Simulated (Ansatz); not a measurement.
# Moving the knobs of a GW run on AlAs (F-43m)

Aim: change settings of a G0W0 run on AlAs (F-43m) and see what moves.

Main program and level: Ansatz 0.2.0; G0W0 on PBE, plane waves, PAW; PAW set soft_1.

## Step 1: Set-up

The structure is cubic, space group F-43m (No. 216). Conventional cell: a = 5.661 Å, b = 5.661 Å, c = 5.661 Å, α = 90.00°, β = 90.00°, γ = 90.00°. Nearest to Al lie 4 As at 2.45 Å. Nearest to As lie 4 Al at 2.45 Å. Farther neighbours are not listed.

Structure file:

```cif
data_structure
_symmetry_space_group_name_H-M 'P 1'
_symmetry_Int_Tables_number 1
_cell_length_a 4.0028
_cell_length_b 4.0028
_cell_length_c 4.0028
_cell_angle_alpha 60.000
_cell_angle_beta 60.000
_cell_angle_gamma 60.000
_cell_volume 45.35
loop_
_atom_site_label
_atom_site_type_symbol
_atom_site_fract_x
_atom_site_fract_y
_atom_site_fract_z
_atom_site_occupancy
Al1 Al 0.00000 0.00000 0.00000 1
As2 As 0.25000 0.25000 0.25000 1
```

The cell and positions come from the Crystallography Open Database and are kept as given unless a step says otherwise.

## Step 2: The base run: 6×6×6 mesh, 47 empty bands, screening to 60 eV, PAW set soft_1 files

G0W0 replaces the xc potential by the self-energy, built once from these orbitals. Only a window of levels is corrected, while the sums run over the empty bands that the input names. This step takes PAW set soft_1 files.

The input, input.yaml:

```yaml
crystal:
  lattice:
    - [0.0, 2.8304, 2.8304]
    - [2.8304, 0.0, 2.8304]
    - [2.8304, 2.8304, 0.0]
  atoms:
    - { symbol: Al, position: [0.0, 0.0, 0.0] }
    - { symbol: As, position: [0.25, 0.25, 0.25] }
kpoints:
  mp_grid: { grid: [6, 6, 6] }
hamiltonian:
  xc: pbe
  pseudopotentials: { kind: paw, azcp: { folder: soft_1 } }
scf:
  occupations: { method: fixed }
gw:
  n_empty_bands: 47
  ecut_chi: 60
  qp_bands: [v2, c2]
  qp_kpoints: band_edges
  screening: { model: contour_deformation }
```

The run is started by

```sh
ansatz run input.yaml --threads 3 --pin off --max-ram 92160MiB --backend cuda --events-out ev --progress --plain --runs-dir out --devices 1 --max-vram 13GiB
```

Numbers of over 12 decimals in the logs are rounded to 6 here.

The log of the run:

```text
GPUs: using 1 of 1 available (devices: 1).
Engine: ansatz 0.2.0, x86_64-unknown-linux-gnu
Pseudopotentials: kind: paw
Pseudopotential: Al, paw, valence charge 3, recommended cutoff 420 eV (normal), soft_1/Al.paw.azcp
Pseudopotential: As, paw, valence charge 15, recommended cutoff 420 eV (normal), soft_1/As.paw.azcp
Functional definition: PBE
  parameter kappa = 0.804
  parameter beta = 0.066725
  exchange = pbe_x(kappa = kappa, mu = beta*pi^2/3)
  correlation = pbe_c(beta = beta)
device memory: the entry about to start is reckoned to put 0.5 GiB on a device that reports 44.8 GiB free (of which the cap on the GPU budget leaves the run 13.0 GiB)
GPU FFT provider: cuFFT
GPU libraries: cuBLAS 13.8.2, cuFFT 12.4.0, cuSOLVER 12.3.4
Crystal: 2 atoms, lattice volume = 45.350 Å³
Basis set: ecut = 420 eV, 893 PW (Γ)
Bands: 13, of which v1, the nominal top of the filled ones, is band 9 counted from 1 (8 counted from 0)
Symmetry: 24 space group operations
Space group: F-43m (ITA 216), of the structure as read, at distance tolerance 3.6e-5 Å
k-points: 16 of 216 (time reversal used)
Non-local potential: Al, projectors of the file, l = 0: 2, l = 1: 2, l = 2: 1
Non-local potential: As, projectors of the file, l = 0: 2, l = 1: 2, l = 2: 3, l = 3: 1
PAW form: soft (Blöchl's): semilocal exchange-correlation on the pseudo side does not see the compensation charge
PAW one-centre angular grid: Al, 110 points (default); XC on 64 Gauss nodes
PAW one-centre angular grid: As, 590 points (default); XC on 64 Gauss nodes
Initial density: superposition of atomic densities (chi_scale 0.1, normalization cell, long waves kept (reshape's long-wave potential 0.00 eV rms))
Initial wavefunctions: pseudopotential atomic-orbital guess
GPU buffer pool allocated for 19683 grid points (all kernels)
GPU transforms: local potential and band sums: pruned to the plane-wave sphere, on 25×27×27
Functional: x = pbe(κ = 0.804, μ = 0.219515), c = pbe(β = 0.066725)
SCF iter   1: F=—  HF=-5394.730708 eV  |F-HF|=—  |Δ(HF+E_count)|=         —  Δρ=3.67e-2  dr2=6.87e-1  ethr=3.10e-3  ⟨swp⟩=4.0  Hψ=1075  notcnv=0  defer=24
preconditioner: auto → none  [insulator: Δε(μ)=1.808 eV  Ē_g=10.100 eV  n_scr=14 (ndim 8)  ℏωp=15.6 eV  f_vac=0.000  ε∞_Penn≈3.4]
SCF iter   2: F=—  HF=-5394.611257 eV  |F-HF|=—  |Δ(HF+E_count)|=   1.19e-1  Δρ=1.68e-2  dr2=9.56e-2  ethr=3.10e-3  ⟨swp⟩=2.1  Hψ=382  notcnv=0  defer=25
SCF iter   3: F=—  HF=-5394.602256 eV  |F-HF|=—  |Δ(HF+E_count)|=   9.00e-3  Δρ=4.20e-3  dr2=9.15e-3  ethr=5.31e-4  ⟨swp⟩=3.0  Hψ=390  notcnv=0  defer=26
SCF iter   4: F=—  HF=-5394.599574 eV  |F-HF|=—  |Δ(HF+E_count)|=   2.68e-3  Δρ=8.35e-4  dr2=1.65e-4  ethr=5.08e-5  ⟨swp⟩=2.0  Hψ=389  notcnv=0  defer=27
[...]
Fermi energy:    6.114961 eV
--- Per-component energies (eV) ---
  E_band       = -270.862651
  E_kinetic    = 121.029889
  E_local      = -2380.035470  (includes V_loc(G=0)·N_el)
  E_nonlocal   = -383.160172
  E_hartree    = 1295.267474
  E_xc         = -108.382181
  E_vxc        = -103.297438  (∫ρ·V_xc dr)
  E_paw        = -2482.983106  (= ΣΔE_a)
  E_vpaw       = -115.932888  (= ΣTr[D̂ρ^β])
  E_aug_tail   = -0.000005  (compensation charges beyond the density's cutoff)
  E_ewald      = -1456.336059
  E_smearing   = -0.000000  (= −TS)
  E_closure    = 0.000000  (closes the sum)
  Σ components = -5394.599630   (vs F -5394.599630, Δ=0.00e0)
--- Band table (eV; the first three rows and the last of 16) ---
  k-point 0: bands = [... 5 lower, -5.7466, 6.1150, 6.1150, 6.1150, 8.1705, 10.4150, 10.4150, 10.4150]
  k-point 1: bands = [... 5 lower, -5.4790, 4.0229, 5.8533, 5.8533, 8.9453, 10.8499, 10.8499, 11.3152]
  k-point 2: bands = [... 5 lower, -4.8022, 1.6315, 5.4545, 5.4545, 8.4900, 10.9857, 10.9857, 13.6177]
  k-point 15: bands = [... 5 lower, -3.7596, 0.9326, 3.1876, 3.4353, 9.2899, 10.2371, 13.2428, 13.9531]
--- G₀W₀: contour deformation, 6 samples at zero and on the imaginary axis and 2 off it, 216 q-points, 47 empty bands' worth ---
  eigenvalues of the whole cell's RPA ε∞ on this k-mesh (on a slab, of 1 + 4πα/V) = 10.1269, 10.1269, 10.1269; static W/v taken at q = 0 is 0.098747
  gw.qp_kpoints: band_edges: 9 of 16 stored k-points solved, in 1 pass; an edge of the gap read off the rows below is read off those points alone
    valence top: of the k-points left out ik 7 came nearest to being solved in a further pass, in band 9 (counted from 1, as in the quasiparticle table): it holds the edge there only if its correction is more favourable than any solved in that band by at least 0.877 eV; those differ by 0.188 eV
    conduction bottom: of the k-points left out ik 10 came nearest to being solved in a further pass, in band 10 (counted from 1, as in the quasiparticle table): it holds the edge there only if its correction is more favourable than any solved in that band by at least 0.657 eV; those differ by 0.518 eV
    ik  band        ε_KS         Σx   Σc(E_QP)       V_xc       Z   E_QP_lin       E_QP  E_QP is
     0     8      6.1150   -15.7604     1.5576   -13.9383  0.7728     5.8497     5.8504  root
     0     9      6.1150   -15.7604     1.5576   -13.9383  0.7728     5.8497     5.8504  root
     0    10      8.1705    -9.6608    -3.5559   -13.8774  0.7843     8.8361     8.8311  root
     0    11     10.4150    -6.6754    -4.1238   -11.2063  0.7650    10.8248    10.8220  root
     1     8      5.8533   -15.6525     1.6148   -13.7492  0.7705     5.5639     5.5649  root
     1     9      5.8533   -15.6525     1.6148   -13.7492  0.7705     5.5639     5.5649  root
     1    10      8.9453    -8.5108    -3.6988   -12.7489  0.7790     9.4883     9.4846  root
     1    11     10.8499    -6.6583    -4.2571   -11.3340  0.7588    11.2718    11.2686  root
[...]
12     8      3.9487   -15.3626     2.2928   -12.6169  0.7476     3.4921     3.4958  root
    12     9      3.9487   -15.3626     2.2928   -12.6169  0.7476     3.4921     3.4958  root
    12    10      7.5569    -5.5225    -3.4650    -9.1299  0.7898     7.6995     7.6992  root
    12    11      8.4168    -6.5275    -3.5251   -10.3137  0.7868     8.6787     8.6779  root
[key lines of the parts left out:]
SCF converged after 7 iterations
Free energy (F): -5394.599630 eV
```

Elapsed: 20 s, on 1 × NVIDIA H100 80GB HBM3 (shared by 6 runs) with 3 threads of AMD EPYC 7R13 (Zen 3), shared host; peak memory 0.99 GiB.

This step gave:

```yaml
bands_summed: 56
rpa_eps_infinity_on_this_mesh_eigenvalues: 10.13, 10.13, 10.13
plane_waves_in_the_screening_matrix: 59
q_points_in_the_mesh: 216
g0w0_gap_on_the_mesh: 1.849 eV
k_of_the_valence_top: 0, 0, 0
k_of_the_conduction_bottom: 0, -0.5, -0.5
starting_gap_on_the_mesh: 1.442 eV
z_at_the_valence_top: 0.7728
z_at_the_conduction_bottom: 0.7898
least_direct_g0w0_gap_on_the_computed_points: 2.981 eV
```

The gap on the mesh goes from 1.44 eV to 1.85 eV, a correction of +0.41 eV. Between the two edge states, bare exchange in place of the xc potential would open the gap by 5.43 eV, and correlation takes back 5.02 eV.

## Step 3: Variant: fewer bands

input.yaml: that of step 2 with these lines changed.

```diff
@@ -9,3 +9,3 @@
 kpoints:
-  mp_grid: { grid: [6, 6, 6] }
+  mp_grid: { grid: [4, 4, 4] }
 hamiltonian:
@@ -16,3 +16,3 @@
 gw:
-  n_empty_bands: 47
+  n_empty_bands: 20
   ecut_chi: 60
```

The log of the run:

```text
GPUs: using 1 of 1 available (devices: 1).
[...]
GPU FFT provider: cuFFT
GPU libraries: cuBLAS 13.8.2, cuFFT 12.4.0, cuSOLVER 12.3.4
Crystal: 2 atoms, lattice volume = 45.350 Å³
Basis set: ecut = 420 eV, 893 PW (Γ)
Bands: 13, of which v1, the nominal top of the filled ones, is band 9 counted from 1 (8 counted from 0)
Symmetry: 24 space group operations
[...]
k-points: 8 of 64 (time reversal used)
[...]
GPU buffer pool allocated for 19683 grid points (all kernels)
[...]
SCF iter   1: F=—  HF=-5394.641825 eV  |F-HF|=—  |Δ(HF+E_count)|=         —  Δρ=3.79e-2  dr2=7.48e-1  ethr=3.10e-3  ⟨swp⟩=4.4  Hψ=530  notcnv=0  defer=12
[...]
SCF iter   7: F=-5394.495118 eV  HF=-5394.495118 eV  |F-HF|=1.27e-9  |Δ(HF+E_count)|=   2.49e-7  Δρ=1.66e-6  dr2=1.59e-9  ethr=5.56e-10  ⟨swp⟩=4.6  Hψ=473  notcnv=0
SCF 1 converged in 7 iterations: F = -5394.495118 eV  dr2 = 1.59e-9
[...]
NSCF: frozen V_eff on 8 k-points
[...]
G₀W₀ screening: q 1/8
[... further progress lines ...]
[...]
SCF converged after 7 iterations
Free energy (F): -5394.495118 eV
[...]
Internal energy: -5394.495118 eV  (E = F + TS)
E sigma→0 (E₀):  -5394.495118 eV
Fermi energy:    6.149239 eV
[...]
--- Band table (eV; the first three rows and the last of 8) ---
  k-point 0: bands = [... 5 lower, -5.7126, 6.1492, 6.1492, 6.1492, 8.1991, 10.4253, 10.4253, 10.4253]
  k-point 1: bands = [... 5 lower, -5.1349, 2.7612, 5.6700, 5.6700, 8.7571, 11.0479, 11.0479, 12.5997]
  k-point 2: bands = [... 5 lower, -4.2908, 0.5743, 5.3241, 5.3241, 8.2823, 10.8145, 10.8145, 13.8912]
  k-point 7: bands = [... 5 lower, -3.7075, 1.0546, 2.9705, 3.3229, 10.4642, 11.7859, 11.8398, 12.1983]
[...]
bands read: the sum over 29 bands ends inside a degenerate multiplet in 2 slots, whose members it reads at an even weight; the widest, k=0: bands 29 to 31 (counted from 1) at 1/3 each
[...]
0     8      6.1492   -15.9820     2.0993   -13.9400  0.7757     6.2065     6.2065  root
     0     9      6.1492   -15.9820     2.0993   -13.9400  0.7757     6.2065     6.2065  root
     0    10      8.1991    -9.3900    -3.5606   -13.8754  0.7841     9.1356     9.1239  root
     0    11     10.4253    -6.5894    -3.9244   -11.1964  0.7676    11.1166    11.1079  root
     1     8      5.6700   -15.8098     2.1754   -13.6355  0.7714     5.6711     5.6711  root
     1     9      5.6700   -15.8098     2.1754   -13.6355  0.7714     5.6711     5.6711  root
     1    10      8.7571    -7.8597    -3.5995   -12.2037  0.7816     9.5093     9.5015  root
     1    11     11.0479    -6.3397    -4.0787   -11.1055  0.7600    11.7427    11.7350  root
[...]
6     8      3.9746   -15.4786     2.6788   -12.6101  0.7508     3.7843     3.7848  root
     6     9      3.9746   -15.4786     2.6788   -12.6101  0.7508     3.7843     3.7848  root
     6    10      7.5705    -5.3767    -3.3760    -9.1070  0.7912     7.9262     7.9248  root
     6    11      8.4336    -6.3917    -3.3892   -10.2951  0.7888     8.9510     8.9478  root
```

It took 4.6 s on 1 × NVIDIA H100 80GB HBM3 (shared by 6 runs) with 3 threads; peak memory 0.99 GiB; 5.1 s of CPU time.

Against the base:

| setting | base | variant |
| --- | --- | --- |
| mesh | 6×6×6 | 4×4×4 |
| empty bands | 47 | 20 |

| quantity | variant | base |
| --- | --- | --- |
| starting gap on the mesh | 1.421 | 1.442 |
| G0W0 gap on the mesh | 1.718 | 1.849 |
| least direct G0W0 gap on the computed points | 2.917 | 2.981 |
| Z at the valence top | 0.776 | 0.773 |
| Z at the conduction bottom | 0.791 | 0.790 |

## Step 4: What came out

* base: 1.85 eV, 20 s
* fewer bands: 1.72 eV, 4.6 s

In words: Fewer bands: the gap moves by −0.13 eV and the time by a factor of 0.24; such settings are too crude to quote. The variant differs from the base in mesh and empty bands together, so the change can't be laid to one of them. All runs here use a coarse mesh and modest cutoffs; they test settings and are not final values. The many-body steps are scalar-relativistic: spin-orbit coupling is not in them.

[Paths, hosts, dates, memory and timing lines, banners, echoed tables and standing remarks are left out of the program output.]

[Logs are printed without paths, hosts, clocks, repeated set-up lines and the standing remarks that a program may print on its own settings, such as how far it seeks lower states.]

[Runs of the session that timed out or met a known fault of the program may be left out.]

[Cells called generated may have been cut or substituted from an entry of the Crystallography Open Database or the Materials Project.]

[Hosts, paths, dates, database ids (printed as entryN), source tags and the programs' standing remarks are cut or masked in the printed files.]
